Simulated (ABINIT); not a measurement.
The system is InSe.

```
In Se
1.0
     2.00000    1.15470    8.44000
    -2.00000    1.15470    8.44000
     0.00000   -2.30940    8.44000
In Se
2 2
Direct
  0.88860 0.88860 0.88860
  0.00000 0.00000 0.00000
  0.17190 0.17190 0.17190
  0.38350 0.38350 0.38350
```

Base run:

| Property | Result |
| --- | --- |
| Program | ABINIT 10.8.3 (patched build) |
| Functional | PBE |
| Potentials or basis | PseudoDojo NC SR PBE v0.4.1 standard |
| Cutoff | 1170 eV |
| k mesh | 6 × 6 × 6 |
| Occupations | fermi-dirac, width 0.05 eV |
| Spin | no spin polarisation |

Its results: band gap on the k mesh 0.43 eV, direct; pressure 2.8 GPa; largest force 0.370 eV/Å.

Q: The run is repeated on the same cell with these changes: functional from PBE to LDA; potentials or basis from PseudoDojo NC SR PBE v0.4.1 standard to PseudoDojo NC SR LDA v0.4.1 standard; cutoff from 1170 eV to 1061 eV. What comes out?

A: Band gap on the k mesh 0.21 eV, direct; pressure -1.7 GPa; largest force 0.236 eV/Å.

Caveats: spin-orbit coupling is left out, which moves the levels of the heavy elements.

A k mesh can miss the band edges.
